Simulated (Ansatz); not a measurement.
# W(100) with 4 layers of random W-Re, 2x2: scattering by chemical disorder

Wanted: resistance against the alloy's length, first W(100) with 4 layers of random W-Re, 2x2.

Main program and level: Ansatz 0.2.0; Ansatz plane-wave DFT, PBE, PAW files; ballistic transport by layer matching (Landauer), zero bias; PAW set soft_1.

### 1. Starting point

The cell holds 56 atoms: 44 W and 12 Re. Cell: a = 6.330 Å, b = 6.330 Å, c = 22.154 Å, α = 90.0°, β = 90.0°, γ = 90.0°. It derives from W. Regions: lead, 40 atoms (40 W); scattering region, 16 atoms (12 Re and 4 W). The structure is stacked along c, and the current runs across the ab planes.

### 2. With 4 alloy layers

In 4 layers a share of 0.75 of the sites is given to Re at random. The layers about the cell's end stay perfect and serve as the lead. Energies from -0.05 to 0.05 eV in steps of 0.05 eV are too few for the program's thermal sum, so it prints no conductance; for a metal the transmission near the Fermi level serves, at a fraction of the cost.

Input file input.yaml:

```yaml
crystal:
  lattice:
    - [6.3296, 0.0, 0.0]
    - [0.0, 6.3296, 0.0]
    - [0.0, 0.0, 22.1536]
  atoms:
    - { symbol: W, position: [0.0, 0.0, 0.0357142857] }
    - { symbol: W, position: [0.0, 0.5, 0.0357142857] }
    - { symbol: W, position: [0.5, 0.0, 0.0357142857] }
    - { symbol: W, position: [0.5, 0.5, 0.0357142857] }
    - { symbol: W, position: [0.25, 0.25, 0.1071428571] }
    - { symbol: W, position: [0.25, 0.75, 0.1071428571] }
    - { symbol: W, position: [0.75, 0.25, 0.1071428571] }
    - { symbol: W, position: [0.75, 0.75, 0.1071428571] }
    - { symbol: W, position: [0.0, 0.0, 0.1785714286] }
    - { symbol: W, position: [0.0, 0.5, 0.1785714286] }
    - { symbol: W, position: [0.5, 0.0, 0.1785714286] }
    - { symbol: W, position: [0.5, 0.5, 0.1785714286] }
    - { symbol: W, position: [0.25, 0.25, 0.25] }
    - { symbol: W, position: [0.25, 0.75, 0.25] }
    - { symbol: W, position: [0.75, 0.25, 0.25] }
    - { symbol: W, position: [0.75, 0.75, 0.25] }
    - { symbol: W, position: [0.0, 0.0, 0.3214285714] }
    - { symbol: W, position: [0.0, 0.5, 0.3214285714] }
    - { symbol: W, position: [0.5, 0.0, 0.3214285714] }
    - { symbol: W, position: [0.5, 0.5, 0.3214285714] }
    - { symbol: Re, position: [0.25, 0.25, 0.3928571429] }
    - { symbol: W, position: [0.25, 0.75, 0.3928571429] }
    - { symbol: Re, position: [0.75, 0.25, 0.3928571429] }
    - { symbol: Re, position: [0.75, 0.75, 0.3928571429] }
    - { symbol: Re, position: [0.0, 0.0, 0.4642857143] }
    - { symbol: W, position: [0.0, 0.5, 0.4642857143] }
    - { symbol: Re, position: [0.5, 0.0, 0.4642857143] }
    - { symbol: Re, position: [0.5, 0.5, 0.4642857143] }
    - { symbol: Re, position: [0.25, 0.25, 0.5357142857] }
    - { symbol: Re, position: [0.25, 0.75, 0.5357142857] }
    - { symbol: W, position: [0.75, 0.25, 0.5357142857] }
    - { symbol: Re, position: [0.75, 0.75, 0.5357142857] }
    - { symbol: Re, position: [0.0, 0.0, 0.6071428571] }
    - { symbol: Re, position: [0.0, 0.5, 0.6071428571] }
    - { symbol: W, position: [0.5, 0.0, 0.6071428571] }
    - { symbol: Re, position: [0.5, 0.5, 0.6071428571] }
    - { symbol: W, position: [0.25, 0.25, 0.6785714286] }
    - { symbol: W, position: [0.25, 0.75, 0.6785714286] }
    - { symbol: W, position: [0.75, 0.25, 0.6785714286] }
    - { symbol: W, position: [0.75, 0.75, 0.6785714286] }
    - { symbol: W, position: [0.0, 0.0, 0.75] }
    - { symbol: W, position: [0.0, 0.5, 0.75] }
    - { symbol: W, position: [0.5, 0.0, 0.75] }
    - { symbol: W, position: [0.5, 0.5, 0.75] }
    - { symbol: W, position: [0.25, 0.25, 0.8214285714] }
    - { symbol: W, position: [0.25, 0.75, 0.8214285714] }
    - { symbol: W, position: [0.75, 0.25, 0.8214285714] }
    - { symbol: W, position: [0.75, 0.75, 0.8214285714] }
    - { symbol: W, position: [0.0, 0.0, 0.8928571429] }
    - { symbol: W, position: [0.0, 0.5, 0.8928571429] }
    - { symbol: W, position: [0.5, 0.0, 0.8928571429] }
    - { symbol: W, position: [0.5, 0.5, 0.8928571429] }
    - { symbol: W, position: [0.25, 0.25, 0.9642857143] }
    - { symbol: W, position: [0.25, 0.75, 0.9642857143] }
    - { symbol: W, position: [0.75, 0.25, 0.9642857143] }
    - { symbol: W, position: [0.75, 0.75, 0.9642857143] }
kpoints:
  mp_grid: { grid: [4, 4, 1] }
hamiltonian:
  xc: pbe
  pseudopotentials: { kind: paw, azcp: { folder: soft_1 } }
scf:
  occupations: { method: fermi_dirac, width: 0.1 }
output:
  transmission: { leads: [[0, 4]], kmesh: [8, 8], e_range: [-0.05, 0.05], de: 0.05 }
  write_potential: true
  write_density: true
  volumetric_format: npy
```

On the command line:

```
$ ansatz run input.yaml --threads 4 --pin off --max-ram 15360MiB --backend cpu --events-out ev --progress --plain --runs-dir out
```

Numbers of over 12 decimals in the logs are rounded to 6 here.

The program printed:

```text
Engine: ansatz 0.2.0, aarch64-unknown-linux-gnu
Pseudopotentials: kind: paw
Pseudopotential: W, paw, valence charge 14, recommended cutoff 420 eV (normal), soft_1/W.paw.azcp
Pseudopotential: Re, paw, valence charge 15, recommended cutoff 420 eV (normal), soft_1/Re.paw.azcp
Functional definition: PBE
  parameter kappa = 0.804
  parameter beta = 0.066725
  exchange = pbe_x(kappa = kappa, mu = beta*pi^2/3)
  correlation = pbe_c(beta = beta)
Crystal: 56 atoms, lattice volume = 887.558 Å³
Basis set: ecut = 420 eV, 17351 PW (Γ)
Bands: 478, of which v1, the nominal top of the filled ones, is band 398 counted from 1 (397 counted from 0)
Symmetry: 4 space group operations
Space group: C2/m (ITA 12), of the structure as read, at distance tolerance 9.6e-5 Å
k-points: 7 of 16
Non-local potential: W, projectors of the file, l = 0: 3, l = 1: 2, l = 2: 2, l = 3: 1
Non-local potential: Re, projectors of the file, l = 0: 3, l = 1: 2, l = 2: 2, l = 3: 1
PAW form: soft (Blöchl's): semilocal exchange-correlation on the pseudo side does not see the compensation charge
PAW one-centre angular grid: W, 590 points (default); XC on 64 Gauss nodes
PAW one-centre angular grid: Re, 590 points (default); XC on 64 Gauss nodes
Initial density: superposition of atomic densities (chi_scale 0.1, normalization cell, long waves of neutral atoms (reshape's long-wave potential 11.40 eV rms, cloud 3.13 Å wide))
Initial wavefunctions: pseudopotential atomic-orbital guess
Functional: x = pbe(κ = 0.804, μ = 0.219515), c = pbe(β = 0.066725)
SCF iter   1: F=—  HF=-587451.574061 eV  |F-HF|=—  |Δ(HF+E_count)|=         —  Δρ=1.10e-1  dr2=1.52e3  ethr=3.10e-3  ⟨swp⟩=5.4  Hψ=10558  notcnv=0  defer=11
preconditioner: auto → Kerker (q_TF=auto, 2.679 Å⁻¹)  [metal: Δε(μ)=0.010 eV  Ē_g=5.424 eV  σ=0.100 eV  W_gap=0.02  n_scr=294 (ndim 8)  ℏωp=23.3 eV  f_vac=0.000  D(μ)=35.51/eV (n_scr^D=294)]
SCF iter   2: F=—  HF=-587424.200991 eV  |F-HF|=—  |Δ(HF+E_count)|=    2.74e1  Δρ=6.28e-2  dr2=5.49e2  ethr=3.10e-3  ⟨swp⟩=2.1  Hψ=4958  notcnv=0  defer=93
SCF iter   3: F=—  HF=-587409.378117 eV  |F-HF|=—  |Δ(HF+E_count)|=    1.48e1  Δρ=1.00e-2  dr2=1.17e1  ethr=3.10e-3  ⟨swp⟩=4.3  Hψ=6732  notcnv=0  defer=25
SCF iter   4: F=—  HF=-587409.054630 eV  |F-HF|=—  |Δ(HF+E_count)|=   3.23e-1  Δρ=2.93e-3  dr2=9.93e-1  ethr=1.47e-3  ⟨swp⟩=4.3  Hψ=5609  notcnv=0
SCF iter   5: F=—  HF=-587409.006748 eV  |F-HF|=—  |Δ(HF+E_count)|=   4.79e-2  Δρ=6.95e-4  dr2=6.62e-2  ethr=1.25e-4  ⟨swp⟩=1.0  Hψ=3346  notcnv=0
SCF iter   6: F=—  HF=-587409.005172 eV  |F-HF|=—  |Δ(HF+E_count)|=   1.58e-3  Δρ=1.64e-4  dr2=4.92e-4  ethr=8.31e-6  ⟨swp⟩=1.4  Hψ=3356  notcnv=0
SCF iter   7: F=—  HF=-587409.005241 eV  |F-HF|=—  |Δ(HF+E_count)|=   6.90e-5  Δρ=2.70e-5  dr2=1.98e-5  ethr=6.18e-8  ⟨swp⟩=2.1  Hψ=4592  notcnv=0
SCF iter   8: F=—  HF=-587409.004664 eV  |F-HF|=—  |Δ(HF+E_count)|=   5.76e-4  Δρ=4.95e-6  dr2=2.08e-6  ethr=2.49e-9  ⟨swp⟩=2.0  Hψ=4306  notcnv=0
SCF iter   9: F=—  HF=-587409.004664 eV  |F-HF|=—  |Δ(HF+E_count)|=   1.14e-7  Δρ=1.36e-6  dr2=1.85e-7  ethr=2.61e-10  ⟨swp⟩=1.3  Hψ=3354  notcnv=0
SCF iter  10: F=-587409.004664 eV  HF=-587409.004664 eV  |F-HF|=8.03e-9  |Δ(HF+E_count)|=   7.80e-9  Δρ=3.07e-7  dr2=8.49e-9  ethr=1.26e-11  ⟨swp⟩=8.0  Hψ=7890  notcnv=0
SCF 1 converged in 10 iterations: F = -587409.004664 eV  dr2 = 8.49e-9
  greatest PAW one-centre occupation: 1.000 electrons in one spin orbital (limit 2), on the Re atom at site 35 (counted from 0), in its partial waves of l = 0
transmission: 78 of 756 steps passed
transmission: 159 of 756 steps passed
[...]
transmission: 756 of 756 steps passed
SCF converged after 10 iterations
Free energy (F): -587409.004664 eV
Harris-Foulkes:  -587409.004664 eV  (|F-HF|=8.03e-9)
Internal energy: -587407.729426 eV  (E = F + TS)
E sigma→0 (E₀):  -587408.367045 eV
Entropy (-TS):   -1.275238 eV (-22.772 meV/atom)
Fermi energy:    22.566585 eV
--- Per-component energies (eV) ---
  E_band       = -4900.665654
  E_kinetic    = 24789.800848
  E_local      = -34459.685338  (includes V_loc(G=0)·N_el)
  E_nonlocal   = -160.948489
  E_hartree    = 13769.207755
  E_xc         = -16046.148741
  E_vxc        = -13645.064917  (∫ρ·V_xc dr)
  E_paw        = -481877.476011  (= ΣΔE_a)
  E_vpaw       = -8963.187164  (= ΣTr[D̂ρ^β])
  E_aug_tail   = 0.007127  (compensation charges beyond the density's cutoff)
  E_ewald      = -93422.486577
  E_smearing   = -1.275238  (= −TS)
  E_closure    = 0.000000  (closes the sum)
  Σ components = -587409.004664   (vs F -587409.004664, Δ=0.00e0)
--- Band table (eV; the first three rows and the last of 7) ---
  k-point 0: bands = [... 394 lower, 22.3946, 22.4023, 22.4289, 22.4458, 22.4528, 22.4566, 22.4907, 22.4979, ... 76 higher]
  k-point 1: bands = [... 394 lower, 22.2078, 22.3162, 22.3913, 22.4419, 22.4716, 22.5176, 22.5222, 22.5617, ... 76 higher]
  k-point 2: bands = [... 394 lower, 22.5904, 22.6116, 22.6379, 22.6897, 22.7207, 22.7239, 22.7355, 22.7893, ... 76 higher]
  k-point 6: bands = [... 394 lower, 22.3460, 22.4204, 23.0336, 23.1870, 23.2012, 23.2163, 23.2391, 23.2523, ... 76 higher]
--- Transmission ---
  basis      : 349 plane waves across, 36 finite elements along
  points     : 21, standing for a mesh of 8 x 8
  energies   : 3 from -0.050000 to 0.050000 eV about the Fermi level, 0.050000 eV apart; the leads are filled to 0.000000 eV, and channels, transmission and decay are at 0.000000 eV
  crystal 0  : W4, at the sites [0, 4], period 1.5824 Å, over 15.82 Å; its Hamiltonian steps by up to 10.5 meV
    offset         : up to 0.0000 Å between an atom of the period and one for which it stands
    channels       : 5.281250e0 a spin
    conductance    : none, the energies end too early or step too widely for 300 K: set another output.transmission.e_range or a lower de, or, where they end at an eighth of basis.ecutwfc, a higher one
    slowest decay  : 0.0367 /Å at (0.5000, 0.5000)
  junction   : crystal 0 to crystal 0, 0.70 to 21.27 Å
    transmission   : 3.977895e0 a spin
    conductance    : none, the energies end too early or step too widely for 300 K: set another output.transmission.e_range or a lower de, or, where they end at an eighth of basis.ecutwfc, a higher one
```

Wall time 8.4 min (4 threads of Arm Neoverse V1, shared host); peak memory 7.9 GiB; 28 min of CPU time.

Numbers from this step:

```
free energy                                    : -587409.0047 eV
energy at zero smearing                        : -587408.3670 eV
Fermi energy                                   : 22.57 eV
cell area                                      : 40.06 Å²
transmission per spin nearest the Fermi level  : 3.978
open channels per spin nearest the Fermi level : 5.281
step of the lead's potential                   : 10.5 meV
```

Per spin. The transmission, zone mean by energy, zero at the Fermi level:

| energy (eV) | transmission, zone mean |
| --- | --- |
| -0.0500 | 3.58 |
| 0.0000 | 3.98 |
| 0.0500 | 4.16 |

Per spin. The open channels, zone mean, lead by energy, zero at the Fermi level:

```csv
energy (eV),"open channels, zone mean, lead"
-0.0500,4.91
0.0000,5.28
0.0500,5.78
```

Transmission over k1 and k2. At 0.0000 eV from the Fermi level.

Ten even steps from '_' (0.0) to '@' (12.6):
```
____..::--::..__
......==--==....
::::==**%%**==::
::----%%@@%%----
::::==**%%**==::
......==--==....
____..::--::..__
____..::::::..__
```
Columns: k1 (b1) from -0.5 to 0.375; rows upwards: k2 (b2) from -0.5 to 0.375.

Open channels over k1 and k2. At 0.0000 eV from the Fermi level.

Values, 8 rows by 8 columns:
```
 2.0  1.0  3.0  4.0  5.0  4.0  3.0  1.0
 2.0  3.0  2.0  7.0  8.0  7.0  2.0  3.0
 4.0  4.0  7.0 13.0 14.0 13.0  7.0  4.0
 4.0  5.0  8.0 14.0 14.0 14.0  8.0  5.0
 4.0  4.0  7.0 13.0 14.0 13.0  7.0  4.0
 2.0  3.0  2.0  7.0  8.0  7.0  2.0  3.0
 2.0  1.0  3.0  4.0  5.0  4.0  3.0  1.0
 0.0  2.0  2.0  4.0  4.0  4.0  2.0  2.0
```
Columns: k1 (b1) from -0.5 to 0.375; rows upwards: k2 (b2) from -0.5 to 0.375.

Over the solved energies the transmission per spin lies between 3.58 and 4.16, out of 5.32 channels of the lead on average (up to 5.78).

### 3. With 8 alloy layers

In 8 layers a share of 0.75 of the sites is given to Re at random. A fresh draw is used; the growth of the resistance with length is what counts.

System of this step: W(100) with 8 layers of random W-Re, 2x2. The cell holds 72 atoms: 48 W and 24 Re. Its edges and angles: a = 6.330 Å, b = 6.330 Å, c = 28.483 Å, α = 90.0°, β = 90.0°, γ = 90.0°. It derives from W. Regions: lead, 40 atoms (40 W); scattering region, 32 atoms (8 W and 24 Re). The structure is stacked along c, and the current runs across the ab planes.

Input file input.yaml:

```yaml
crystal:
  lattice:
    - [6.3296, 0.0, 0.0]
    - [0.0, 6.3296, 0.0]
    - [0.0, 0.0, 28.4832]
  atoms:
    - { symbol: W, position: [0.0, 0.0, 0.0277777778] }
    - { symbol: W, position: [0.0, 0.5, 0.0277777778] }
    - { symbol: W, position: [0.5, 0.0, 0.0277777778] }
    - { symbol: W, position: [0.5, 0.5, 0.0277777778] }
    - { symbol: W, position: [0.25, 0.25, 0.0833333333] }
    - { symbol: W, position: [0.25, 0.75, 0.0833333333] }
    - { symbol: W, position: [0.75, 0.25, 0.0833333333] }
    - { symbol: W, position: [0.75, 0.75, 0.0833333333] }
    - { symbol: W, position: [0.0, 0.0, 0.1388888889] }
    - { symbol: W, position: [0.0, 0.5, 0.1388888889] }
    - { symbol: W, position: [0.5, 0.0, 0.1388888889] }
    - { symbol: W, position: [0.5, 0.5, 0.1388888889] }
    - { symbol: W, position: [0.25, 0.25, 0.1944444444] }
    - { symbol: W, position: [0.25, 0.75, 0.1944444444] }
    - { symbol: W, position: [0.75, 0.25, 0.1944444444] }
    - { symbol: W, position: [0.75, 0.75, 0.1944444444] }
    - { symbol: W, position: [0.0, 0.0, 0.25] }
    - { symbol: W, position: [0.0, 0.5, 0.25] }
    - { symbol: W, position: [0.5, 0.0, 0.25] }
    - { symbol: W, position: [0.5, 0.5, 0.25] }
    - { symbol: W, position: [0.25, 0.25, 0.3055555556] }
    - { symbol: Re, position: [0.25, 0.75, 0.3055555556] }
    - { symbol: Re, position: [0.75, 0.25, 0.3055555556] }
    - { symbol: Re, position: [0.75, 0.75, 0.3055555556] }
    - { symbol: Re, position: [0.0, 0.0, 0.3611111111] }
    - { symbol: Re, position: [0.0, 0.5, 0.3611111111] }
    - { symbol: Re, position: [0.5, 0.0, 0.3611111111] }
    - { symbol: W, position: [0.5, 0.5, 0.3611111111] }
    - { symbol: Re, position: [0.25, 0.25, 0.4166666667] }
    - { symbol: Re, position: [0.25, 0.75, 0.4166666667] }
    - { symbol: Re, position: [0.75, 0.25, 0.4166666667] }
    - { symbol: W, position: [0.75, 0.75, 0.4166666667] }
    - { symbol: Re, position: [0.0, 0.0, 0.4722222222] }
    - { symbol: Re, position: [0.0, 0.5, 0.4722222222] }
    - { symbol: W, position: [0.5, 0.0, 0.4722222222] }
    - { symbol: Re, position: [0.5, 0.5, 0.4722222222] }
    - { symbol: Re, position: [0.25, 0.25, 0.5277777778] }
    - { symbol: Re, position: [0.25, 0.75, 0.5277777778] }
    - { symbol: Re, position: [0.75, 0.25, 0.5277777778] }
    - { symbol: Re, position: [0.75, 0.75, 0.5277777778] }
    - { symbol: W, position: [0.0, 0.0, 0.5833333333] }
    - { symbol: Re, position: [0.0, 0.5, 0.5833333333] }
    - { symbol: W, position: [0.5, 0.0, 0.5833333333] }
    - { symbol: Re, position: [0.5, 0.5, 0.5833333333] }
    - { symbol: Re, position: [0.25, 0.25, 0.6388888889] }
    - { symbol: Re, position: [0.25, 0.75, 0.6388888889] }
    - { symbol: Re, position: [0.75, 0.25, 0.6388888889] }
    - { symbol: Re, position: [0.75, 0.75, 0.6388888889] }
    - { symbol: Re, position: [0.0, 0.0, 0.6944444444] }
    - { symbol: Re, position: [0.0, 0.5, 0.6944444444] }
    - { symbol: W, position: [0.5, 0.0, 0.6944444444] }
    - { symbol: W, position: [0.5, 0.5, 0.6944444444] }
    - { symbol: W, position: [0.25, 0.25, 0.75] }
    - { symbol: W, position: [0.25, 0.75, 0.75] }
    - { symbol: W, position: [0.75, 0.25, 0.75] }
    - { symbol: W, position: [0.75, 0.75, 0.75] }
    - { symbol: W, position: [0.0, 0.0, 0.8055555556] }
    - { symbol: W, position: [0.0, 0.5, 0.8055555556] }
    - { symbol: W, position: [0.5, 0.0, 0.8055555556] }
    - { symbol: W, position: [0.5, 0.5, 0.8055555556] }
    - { symbol: W, position: [0.25, 0.25, 0.8611111111] }
    - { symbol: W, position: [0.25, 0.75, 0.8611111111] }
    - { symbol: W, position: [0.75, 0.25, 0.8611111111] }
    - { symbol: W, position: [0.75, 0.75, 0.8611111111] }
    - { symbol: W, position: [0.0, 0.0, 0.9166666667] }
    - { symbol: W, position: [0.0, 0.5, 0.9166666667] }
    - { symbol: W, position: [0.5, 0.0, 0.9166666667] }
    - { symbol: W, position: [0.5, 0.5, 0.9166666667] }
    - { symbol: W, position: [0.25, 0.25, 0.9722222222] }
    - { symbol: W, position: [0.25, 0.75, 0.9722222222] }
    - { symbol: W, position: [0.75, 0.25, 0.9722222222] }
    - { symbol: W, position: [0.75, 0.75, 0.9722222222] }
kpoints:
  mp_grid: { grid: [4, 4, 1] }
hamiltonian:
  xc: pbe
  pseudopotentials: { kind: paw, azcp: { folder: soft_1 } }
scf:
  occupations: { method: fermi_dirac, width: 0.1 }
output:
  transmission: { leads: [[0, 4]], kmesh: [8, 8], e_range: [-0.05, 0.05], de: 0.05 }
  write_potential: true
  write_density: true
  volumetric_format: npy
```

The program printed:

```text
[...]
Crystal: 72 atoms, lattice volume = 1141.146 Å³
Basis set: ecut = 420 eV, 22299 PW (Γ)
Bands: 620, of which v1, the nominal top of the filled ones, is band 516 counted from 1 (515 counted from 0)
Symmetry: 1 space group operations
[...]
k-points: 10 of 16 (time reversal used)
[...]
SCF iter   1: F=—  HF=-759422.165012 eV  |F-HF|=—  |Δ(HF+E_count)|=         —  Δρ=9.35e-2  dr2=1.11e3  ethr=3.10e-3  ⟨swp⟩=4.5  Hψ=18876  notcnv=0
[...]
SCF iter  10: F=-759381.293722 eV  HF=-759381.293722 eV  |F-HF|=1.65e-8  |Δ(HF+E_count)|=   1.28e-8  Δρ=2.66e-7  dr2=1.68e-8  ethr=9.69e-12  ⟨swp⟩=7.4  Hψ=12847  notcnv=0
SCF 1 converged in 10 iterations: F = -759381.293722 eV  dr2 = 1.68e-8
[...]
transmission: 180 of 1768 steps passed
transmission: 354 of 1768 steps passed
[...]
transmission: 1768 of 1768 steps passed
SCF converged after 10 iterations
Free energy (F): -759381.293722 eV
[...]
Internal energy: -759379.747240 eV  (E = F + TS)
E sigma→0 (E₀):  -759380.520481 eV
Entropy (-TS):   -1.546482 eV (-21.479 meV/atom)
Fermi energy:    22.642380 eV
[...]
--- Band table (eV; the first three rows and the last of 10) ---
  k-point 0: bands = [... 512 lower, 22.5589, 22.5707, 22.5829, 22.6015, 22.6544, 22.7560, 22.7841, 22.8166, ... 100 higher]
  k-point 1: bands = [... 512 lower, 22.2594, 22.2935, 22.2973, 22.3408, 22.3717, 22.3748, 22.5202, 22.5498, ... 100 higher]
  k-point 2: bands = [... 512 lower, 22.4571, 22.5367, 22.5532, 22.5575, 22.6645, 22.6866, 22.7228, 22.7340, ... 100 higher]
  k-point 9: bands = [... 512 lower, 23.1079, 23.1384, 23.1620, 23.1734, 23.1897, 23.1994, 23.2045, 23.2273, ... 100 higher]
--- Transmission ---
  basis      : 349 plane waves across, 52 finite elements along
  points     : 34, standing for a mesh of 8 x 8
[...]
channels       : 5.406250e0 a spin
[...]
slowest decay  : 0.0353 /Å at (0.5000, 0.5000)
  junction   : crystal 0 to crystal 0, 0.70 to 27.60 Å
    transmission   : 3.304687e0 a spin
[...]
```

Wall time 22 min (4 threads); peak memory 8.1 GiB; 75 min of CPU time.

Numbers from this step:

```yaml
free_energy: -759381.2937 eV
energy_at_zero_smearing: -759380.5205 eV
fermi_energy: 22.64 eV
transmission_per_spin_nearest_the_fermi_level: 3.305
open_channels_per_spin_nearest_the_fermi_level: 5.406
step_of_the_lead_s_potential: 5.4 meV
```

Per spin. Transmission, zone mean against energy, zero at the Fermi level:

| energy (eV) | transmission, zone mean |
| --- | --- |
| -0.0500 | 3.12 |
| 0.0000 | 3.30 |
| 0.0500 | 3.58 |

Over the solved energies the transmission per spin lies between 3.12 and 3.58, out of 5.41 channels of the lead on average (up to 5.78).

(Continued in part 2 of 2.)

[Logs are printed without paths, hosts, clocks, repeated set-up lines and the standing remarks that a program may print on its own settings, such as how far it seeks lower states.]

[Hosts, paths, dates, database ids (printed as entryN), source tags and the programs' standing remarks are cut or masked in the printed files.]
